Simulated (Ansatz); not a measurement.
**GaN: equation of state with revPBE+D3(BJ)**

The system is GaN.

```
Ga N
1.0
     0.00000    2.25350    2.25350
     2.25350    0.00000    2.25350
     2.25350    2.25350    0.00000
Ga N
1 1
Direct
  0.00000 0.00000 0.00000
  0.25000 0.25000 0.25000
```

The cell is a database's computed one.

| Item | Value |
| --- | --- |
| Program | Ansatz 0.2.0 |
| Task | equation of state |
| Functional | revPBE |
| Dispersion | D3(BJ) |
| Potentials or basis | Ansatz PAW |
| Cutoff | 420 eV |
| Density cutoff | 1680 eV |
| k mesh | 10 × 10 × 10 |
| Occupations | fermi-dirac, width 0.05 eV |
| Spin | no spin polarisation |

```
Equilibrium volume                      : 11.49 Å³/atom
Bulk modulus                            : 181 GPa
Pressure derivative of the bulk modulus : 4.5
```

Energy against volume, from the lowest point:
```
volume (Å³/atom)  energy (meV/atom)
          10.757              29.28
          10.986              13.18
          11.215               3.65
          11.444               0.00
          11.673               1.55
          11.902               7.85
          12.131              18.40
```

All runs of the series together: 5.7 s on 2 threads of AMD EPYC 7B13 (Zen 3), with other jobs on the host.

Caveat: the potentials were made for another functional, which shifts forces and pressure.
